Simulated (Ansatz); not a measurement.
An input for the plane-wave PAW code Ansatz:

```yaml
crystal:
  lattice:
    - [4.5746318436, 0.0, 0.0]
    - [-2.2873159218, 3.9617473896, 0.0]
    - [0.0, 0.0, 7.4921907509]
  atoms:
    - { symbol: Mg, position: [0.6666666667, 0.3333333333, 0.0] }
    - { symbol: Mg, position: [0.3333333333, 0.6666666667, 0.5] }
    - { symbol: Te, position: [0.6666666667, 0.3333333333, 0.6252] }
    - { symbol: Te, position: [0.3333333333, 0.6666666667, 0.1252] }
basis:
  ecutwfc: 420
  ecutrho_ratio: 4
kpoints:
  mp_grid: { grid: [8, 8, 6] }
hamiltonian:
  xc: pbesol
scf:
  occupations: { method: gaussian, width: 0.05 }
output:
  forces: true
  stress: true
  eigenvalues: true
relax:
  f_tol: 0.01
  max_steps: 60
  cell: { stress_tol: 0.04 }
```

Launched as:
```sh
ansatz run input.yaml --threads 4 --pin off --max-ram 8192MiB --backend cpu --events-out ev --progress --plain --runs-dir out
```

The start was a prototype's sites filled with these elements; the Crystallography Open Database holds the compound in this structure.

Task: About how long does the run take on 4 threads of Arm Neoverse V1 (shared host), and how much memory does it need?

Result: About 19 s, with a peak of 0.5 GiB.

Output, machine lines left out:

```
Pseudopotentials: kind: paw
Pseudopotential: Mg, paw, valence charge 10, recommended cutoff 420 eV (normal), Mg.paw.azcp
Pseudopotential: Te, paw, valence charge 16, recommended cutoff 420 eV (normal), Te.paw.azcp
Crystal: 4 atoms, lattice volume = 135.785 Å³
Basis set: ecut = 420 eV, 2671 PW (Γ), exchange–correlation on 64×64×108 points (8 copies of the dense FFT grid, shifted against one another)
Bands: 32, of which v1, the nominal top of the filled ones, is band 26 counted from 1 (25 counted from 0)
Symmetry: 12 space group operations
Space group: P63mc (ITA 186), of the structure as read, at distance tolerance 5.1e-5 Å
k-points: 40 of 384 (time reversal used)
Initial density: superposition of atomic densities (neutral atoms: chi_scale 0, normalization atom), corrected by the library's trained network
Initial wavefunctions: pseudopotential atomic-orbital guess
Functional: x = pbesol(κ = 0.804, μ = 0.12346), c = pbesol(β = 0.046)
```

```
SCF iter   1: F=—  HF=-17630.433111 eV  |F-HF|=—  |Δ(HF+E_count)|=         —  Δρ=2.12e-3  dr2=7.59e-3
SCF iter   2: F=—  HF=-17630.429664 eV  |F-HF|=—  |Δ(HF+E_count)|=   3.45e-3  Δρ=1.08e-3  dr2=2.32e-3
SCF iter   3: F=—  HF=-17630.429508 eV  |F-HF|=—  |Δ(HF+E_count)|=   1.56e-4  Δρ=2.53e-4  dr2=1.32e-4
SCF iter   4: F=—  HF=-17630.429570 eV  |F-HF|=—  |Δ(HF+E_count)|=   6.26e-5  Δρ=9.94e-5  dr2=2.58e-5
SCF iter   5: F=—  HF=-17630.429561 eV  |F-HF|=—  |Δ(HF+E_count)|=   9.90e-6  Δρ=2.94e-5  dr2=1.52e-6
SCF iter   6: F=—  HF=-17630.429564 eV  |F-HF|=—  |Δ(HF+E_count)|=   3.14e-6  Δρ=6.81e-6  dr2=1.09e-7
SCF iter   7: F=-17630.429564 eV  HF=-17630.429564 eV  |F-HF|=9.82e-9  |Δ(HF+E_count)|=   2.84e-7  Δρ=2.64e-6  dr2=1.05e-8
SCF 1 converged in 7 iterations: F = -17630.429564 eV  dr2 = 1.05e-8
relax step   1: F+E_penalty+E_count = -17630.42956396 eV  Δ(F+E_penalty+E_count) = +0.000e0 eV  max|allowed force component| = 1.355e-2 eV/Å  Δτ_max = 0.0000 Å  P = -0.587 GPa  Ω = 135.785 Å³  (7 SCF iters, dr2 threshold 1.00e-7 eV, accepted)
SCF iter   1: F=—  HF=-17630.434227 eV  |F-HF|=—  |Δ(HF+E_count)|=         —  Δρ=6.92e-4  dr2=9.79e-4
...
SCF 2 converged in 5 iterations: F = -17630.433929 eV  dr2 = 6.72e-8
SCF 3 converged in 4 iterations: F = -17630.434497 eV  dr2 = 1.10e-7
...
SCF iter   4: F=—  HF=-17630.434311 eV  |F-HF|=—  |Δ(HF+E_count)|=   1.37e-8  Δρ=7.71e-7  dr2=1.46e-9
SCF iter   5: F=—  HF=-17630.434311 eV  |F-HF|=—  |Δ(HF+E_count)|=   2.86e-9  Δρ=1.72e-7  dr2=4.74e-11
SCF iter   6: F=-17630.434311 eV  HF=-17630.434311 eV  |F-HF|=0.00e0  |Δ(HF+E_count)|=    0.00e0  Δρ=6.28e-8  dr2=6.02e-12
SCF 4 converged in 6 iterations: F = -17630.434311 eV  dr2 = 6.02e-12
```

```
SCF converged after 6 iterations
Free energy (F): -17630.434311 eV
E sigma→0 (E₀):  -17630.434311 eV
Fermi energy:    5.533449 eV
--- Forces (eV/Å), atoms counted from 1 ---
  atom   1  Mg     0.00000000     0.00000000    -0.00056336
  atom   2  Mg     0.00000000     0.00000000    -0.00056336
  atom   3  Te     0.00000000     0.00000000     0.00056407
  atom   4  Te     0.00000000     0.00000000     0.00056407
--- Stress (GPa, compression-positive) ---
        0.011037       0.000000       0.000000
        0.000000       0.011037       0.000000
        0.000000       0.000000      -0.025309
  P = ⅓ Tr σ = -0.0011 GPa (-0.011 kbar)
--- Relaxed structure (3 steps of the walk, 3 accepted, 1 SCFs on fresh bases) ---
  F+E_penalty+E_count = -17630.43431063 eV   max|allowed force component| = 5.637e-4 eV/Å   (the final SCF, on the basis selected at the relaxed cell)
  cell:  # Å, volume = 133.5286 Å³
    - [4.55927, 0.0, 0.00000]
    - [-2.27964, 3.94845, 0.00000]
    - [0.00000, 0.00000, 7.41741]
  atoms:
    - { symbol: Mg, position: [0.66667, 0.33333, 0.00090] }
    - { symbol: Mg, position: [0.33333, 0.66667, 0.50090] }
    - { symbol: Te, position: [0.66667, 0.33333, 0.62430] }
    - { symbol: Te, position: [0.33333, 0.66667, 0.12430] }
```

In short (PBEsol): final volume 33.38 Å³/atom, energy lowered by 1.2 meV/atom, pressure 0.0 GPa, gap on the mesh 2.39 eV.

Kohn–Sham gaps of semilocal functionals lie under measured ones, often by a third or more. Spin–orbit coupling, which matters for such heavy elements, is left out.
